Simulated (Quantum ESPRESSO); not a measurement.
# Sn (Immm) in Quantum ESPRESSO: reference runs

Aim: a first look at Sn with PBEsol, on the cell as given and on a disturbed one.

All numbers are computed with Quantum ESPRESSO 7.5; they aren't measurements. Logs are shortened: lines on timing, memory, paths and dates and some standing lists are left out, and cuts for length are marked.

### 1 Starting point

Symmetry: Immm, No. 71, orthorhombic system. Conventional cell: a = 3.453 Å, b = 3.551 Å, c = 4.677 Å, α = 90.00°, β = 90.00°, γ = 90.00°. Sn (site symmetry mmm) has 12 Sn at 3.41 to 3.55 Å as nearest neighbours.

This isn't the form of Sn at room conditions, which is tetragonal (white tin).

### 2 Single point, PBEsol

pw.in

```
&CONTROL
  calculation = 'scf'
  prefix = 'pwscf'
  outdir = './tmp'
  pseudo_dir = './pseudo'
  tprnfor = .true.
  tstress = .true.
  disk_io = 'low'
/
&SYSTEM
  ibrav = 0
  celldm(1) = 8
  nat = 1
  ntyp = 1
  ecutwfc = 68
  ecutrho = 544
  nbnd = 13
  occupations = 'smearing'
  smearing = 'fd'
  degauss = 0.00367493
/
&ELECTRONS
  conv_thr = 2d-10
  electron_maxstep = 120
  mixing_beta = 0.5
/
ATOMIC_SPECIES
Sn   118.7100 sn_pbesol_v1.4.uspp.F.UPF
CELL_PARAMETERS alat
 -0.4078357316857   0.4194121939251   0.5523532457137
  0.4078357316857  -0.4194121939251   0.5523532457137
  0.4078357316857   0.4194121939251  -0.5523532457137
ATOMIC_POSITIONS crystal
Sn     0.0000000000    0.0000000000    0.0000000000
K_POINTS automatic
11 11 11 0 0 0
```

pp_density.in

```
&INPUTPP
  prefix = 'pwscf'
  outdir = './tmp'
  filplot = 'density.dat'
  plot_num = 0
/
&PLOT
  nfile = 1
  filepp(1) = 'density.dat'
  iflag = 3
  output_format = 6
  fileout = 'density.cube'
/
```

pp_potential.in

```
&INPUTPP
  prefix = 'pwscf'
  outdir = './tmp'
  filplot = 'potential.dat'
  plot_num = 11
/
&PLOT
  nfile = 1
  filepp(1) = 'potential.dat'
  iflag = 3
  output_format = 6
  fileout = 'potential.cube'
/
```

Potentials or basis: GBRV 1.5 PBEsol.

Launch:

```
> OMP_NUM_THREADS=1 mpirun -n 2 pw.x -nk 2 -in pw.in > pw.out
> OMP_NUM_THREADS=1 mpirun -n 1 pp.x -in pp_density.in > pp_density.out
> OMP_NUM_THREADS=1 mpirun -n 1 pp.x -in pp_potential.in > pp_potential.out
```

pw.out:

```text
This program is part of the open-source Quantum ESPRESSO suite
     for quantum simulation of materials; please cite
[... 13 lines left out ...]
     --------------------
     sticks:   dense  smooth     PW     G-vecs:    dense   smooth      PW
     Sum        1783     891    281                41429    14679    2621

     Using Slab Decomposition

     bravais-lattice index     =            0
     lattice parameter (alat)  =       8.0000  a.u.
     unit-cell volume          =     193.4965 (a.u.)^3
     number of atoms/cell      =            1
     number of atomic types    =            1
     number of electrons       =        14.00
     number of Kohn-Sham states=           13
     kinetic-energy cutoff     =      68.0000  Ry
     charge density cutoff     =     544.0000  Ry
     scf convergence threshold =      2.0E-10
     mixing beta               =       0.5000
     number of iterations used =            8  plain     mixing
     Exchange-correlation= SLA  PW   PSX  PSC
                           (   1   4  10   8   0   0   0)

     celldm(1)=   8.000000  celldm(2)=   0.000000  celldm(3)=   0.000000
     celldm(4)=   0.000000  celldm(5)=   0.000000  celldm(6)=   0.000000

     crystal axes: (cart. coord. in units of alat)
               a(1) = (  -0.407836   0.419412   0.552353 )
               a(2) = (   0.407836  -0.419412   0.552353 )
               a(3) = (   0.407836   0.419412  -0.552353 )

     reciprocal axes: (cart. coord. in units 2 pi/alat)
               b(1) = ( -0.000000  1.192145  0.905218 )
               b(2) = (  1.225984 -0.000000  0.905218 )
               b(3) = (  1.225984  1.192145  0.000000 )

     PseudoPot. # 1 for Sn read from file:
     sn_pbesol_v1.4.uspp.F.UPF
     Pseudo is Ultrasoft + core correction, Zval = 14.0
     Generated by new atomic code, or converted to UPF format
     Using radial grid of  891 points,  6 beta functions with:
                l(1) =   0
                l(2) =   0
                l(3) =   1
                l(4) =   1
                l(5) =   2
                l(6) =   2
     Q(r) pseudized with  8 coefficients,  rinner =    1.350   1.350   1.350
                                                       1.350   1.350

     atomic species   valence    mass     pseudopotential
     Sn               14.00   118.71000     Sn( 1.00)

      8 Sym. Ops., with inversion, found

   Cartesian axes

     site n.     atom                  positions (alat units)
         1        Sn     tau(   1) = (   0.0000000   0.0000000   0.0000000  )

     number of k points=   216  Fermi-Dirac smearing, width (Ry)=  0.0037

     Number of k-points >= 100: set verbosity='high' to print them.

     Dense  grid:    41429 G-vectors     FFT dimensions: (  48,  48,  48)

     Smooth grid:    14679 G-vectors     FFT dimensions: (  36,  36,  36)

     Initial potential from superposition of free atoms

     starting charge      13.0000, renormalised to      14.0000
     Starting wfcs are    9 randomized atomic wfcs +    4 random wfcs

     Self-consistent Calculation

     iteration #  1     ecut=    68.00 Ry     beta= 0.50
     Davidson diagonalization with overlap
     ethr =  1.00E-02,  avg # of iterations =  6.9

     total energy              =    -158.64043436 Ry
     estimated scf accuracy    <       1.17871553 Ry

     iteration #  2     ecut=    68.00 Ry     beta= 0.50
     Davidson diagonalization with overlap
     ethr =  8.42E-03,  avg # of iterations =  2.0

     total energy              =    -158.91517054 Ry
     estimated scf accuracy    <       0.01210029 Ry

     iteration #  3     ecut=    68.00 Ry     beta= 0.50
     Davidson diagonalization with overlap
     ethr =  8.64E-05,  avg # of iterations =  5.3

     total energy              =    -158.91641988 Ry
     estimated scf accuracy    <       0.00300427 Ry

     iteration #  4     ecut=    68.00 Ry     beta= 0.50
     Davidson diagonalization with overlap
     ethr =  2.15E-05,  avg # of iterations =  2.7

     total energy              =    -158.91681867 Ry
     estimated scf accuracy    <       0.00032073 Ry

     iteration #  5     ecut=    68.00 Ry     beta= 0.50
     Davidson diagonalization with overlap
     ethr =  2.29E-06,  avg # of iterations =  4.1

     total energy              =    -158.91693083 Ry
     estimated scf accuracy    <       0.00001502 Ry

     iteration #  6     ecut=    68.00 Ry     beta= 0.50
     Davidson diagonalization with overlap
     ethr =  1.07E-07,  avg # of iterations =  1.7

     total energy              =    -158.91692432 Ry
     estimated scf accuracy    <       0.00001041 Ry

     iteration #  7     ecut=    68.00 Ry     beta= 0.50
     Davidson diagonalization with overlap
     ethr =  7.43E-08,  avg # of iterations =  2.0

     total energy              =    -158.91692731 Ry
     estimated scf accuracy    <       0.00000004 Ry

     iteration #  8     ecut=    68.00 Ry     beta= 0.50
     Davidson diagonalization with overlap
     ethr =  3.03E-10,  avg # of iterations =  4.2

     total energy              =    -158.91692734 Ry
     estimated scf accuracy    <       0.00000001 Ry

     iteration #  9     ecut=    68.00 Ry     beta= 0.50
     Davidson diagonalization with overlap
     ethr =  7.45E-11,  avg # of iterations =  1.8

     total energy              =    -158.91692734 Ry
     estimated scf accuracy    <          1.8E-09 Ry

     iteration # 10     ecut=    68.00 Ry     beta= 0.50
     Davidson diagonalization with overlap
     ethr =  1.28E-11,  avg # of iterations =  2.6

     total energy              =    -158.91692734 Ry
     estimated scf accuracy    <          3.0E-10 Ry

     iteration # 11     ecut=    68.00 Ry     beta= 0.50
     Davidson diagonalization with overlap
     ethr =  2.16E-12,  avg # of iterations =  1.1

     total energy              =    -158.91692734 Ry
     estimated scf accuracy    <          2.1E-10 Ry

     iteration # 12     ecut=    68.00 Ry     beta= 0.50
     Davidson diagonalization with overlap
     ethr =  1.48E-12,  avg # of iterations =  2.0

     End of self-consistent calculation

     Number of k-points >= 100: set verbosity='high' to print the bands.

     the Fermi energy is     9.9909 ev

!    total energy              =    -158.91692734 Ry
     estimated scf accuracy    <          4.4E-11 Ry
     smearing contrib. (-TS)   =      -0.00025752 Ry
     internal energy E=F+TS    =    -158.91666981 Ry

     The total energy is F=E-TS. E is the sum of the following terms:
     one-electron contribution =     -56.62156914 Ry
     hartree contribution      =      38.07978456 Ry
     xc contribution           =     -42.51006339 Ry
     ewald contribution        =     -97.86482185 Ry

     convergence has been achieved in  12 iterations

     Forces acting on atoms (cartesian axes, Ry/au):

     atom    1 type  1   force =     0.00000000    0.00000000    0.00000000

     Total force =     0.000000     Total SCF correction =     0.000000

     Computing stress (Cartesian axis) and pressure

          total   stress  (Ry/bohr**3)                   (kbar)     P=      -38.53
  -0.00021894   0.00000000   0.00000000          -32.21        0.00        0.00
   0.00000000  -0.00032991   0.00000000            0.00      -48.53        0.00
   0.00000000   0.00000000  -0.00023701            0.00        0.00      -34.87

=------------------------------------------------------------------------------=
   JOB DONE.
=------------------------------------------------------------------------------=
```

Run time: 53 s. Hardware: 2 MPI ranks of Intel Xeon at 2.70GHz, shared host; peak memory 0.34 GiB.

What came out:

```
Free energy            : -2162.1749 eV
Pressure               : -3.9 GPa
Band gap on the k mesh : none (metal or under the smearing width)
```

Stress tensor (GPa, compression positive):
```
-3.22  0.00  0.00
 0.00 -4.85  0.00
 0.00  0.00 -3.49
```

Levels at points of the mesh, in eV from the Fermi level:
```
           k point  band 5  band 6  band 7  band 8  band 9  band 10
(0.00, 0.00, 0.00)  -21.38  -10.77    7.02    7.17    7.56    10.79
```

### 3 Single point, PBEsol (cell strained at random at fixed volume)

pw.in

```
&CONTROL
  calculation = 'scf'
  prefix = 'pwscf'
  outdir = './tmp'
  pseudo_dir = './pseudo'
  tprnfor = .true.
  tstress = .true.
  disk_io = 'nowf'
/
&SYSTEM
  ibrav = 0
  nat = 1
  ntyp = 1
  ecutwfc = 68
  ecutrho = 544
  nbnd = 13
  occupations = 'smearing'
  smearing = 'fd'
  degauss = 0.00367493
/
&ELECTRONS
  conv_thr = 2d-10
  electron_maxstep = 120
  mixing_beta = 0.5
/
ATOMIC_SPECIES
Sn   118.7100 sn_pbesol_v1.4.uspp.F.UPF
CELL_PARAMETERS angstrom
  -1.6657680000    1.7656330000    2.2958090000
   1.7444190000   -1.7990580000    2.3792620000
   1.6823800000    1.8152120000   -2.3211890000
ATOMIC_POSITIONS crystal
Sn    -0.0049540000   -0.0116520000   -0.0033020000
K_POINTS automatic
11 11 11 0 0 0
```

Potentials or basis: GBRV 1.5 PBEsol.

Launch:

```
> OMP_NUM_THREADS=1 mpirun -n 2 pw.x -nk 2 -in pw.in > pw.out
```

Run time: 2.4 min. Hardware: 2 MPI ranks of Intel Xeon at 2.70GHz, shared host; peak memory 0.5 GiB.

It converged, with:

```yaml
Free_energy: -2162.1703 eV
Pressure: -3.8 GPa
Band_gap_on_the_k_mesh: none (metal or under the smearing width)
```

Stress tensor (GPa, compression positive):
```
-3.00 -0.01 -0.57
-0.01 -4.74  0.15
-0.57  0.15 -3.70
```

Levels at points of the mesh, in eV from the Fermi level:
```tsv
k point	band 3	band 4	band 5	band 6	band 7	band 8	band 9	band 10	band 11	band 12
(0.00, 0.00, 0.00)	-21.45	-21.42	-21.38	-10.78	6.74	7.09	7.80	10.85	10.93	11.42
```
